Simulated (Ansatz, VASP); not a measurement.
## SiC: VASP beside Ansatz

```
CELL_PARAMETERS angstrom
0.00000 2.10878 2.23922
2.10878 0.00000 2.23922
2.10878 2.10878 0.00000
ATOMIC_POSITIONS crystal
Si 0.00000 0.00000 0.00000
C 0.75000 0.75000 0.75000
```

Change from the starting cell: strain -0.030 along x and y, +0.030 along z, atoms carried along.

Alike in both runs: task single point; functional PBE; k mesh 12 × 12 × 12; occupations gaussian, width 0.05 eV; no spin polarisation.

|  | VASP | Ansatz |
| --- | --- | --- |
| version | VASP 6.6.1 | Ansatz 0.2.0 |
| potentials or method | VASP PAW PBE potentials, release 64 (Si, C) | scalar-relativistic, plane waves, PAW |
| plane-wave cutoff (eV) | 520 | 420 |
| valence electrons in the cell | 8 | 8 |

```csv
,VASP,Ansatz,Ansatz less VASP
gap on the k mesh at the Fermi level (eV),1.00,1.00,+0.003
least direct gap on the mesh (eV),4.52,4.52,+0.005
pressure (GPa),12.2,12.3,+0.08
largest component of the traceless stress (GPa),11.77,11.73,-0.032
```

The functional is the same, so the differences come from potentials, cutoffs and numerics.

A k mesh can miss the band edges.
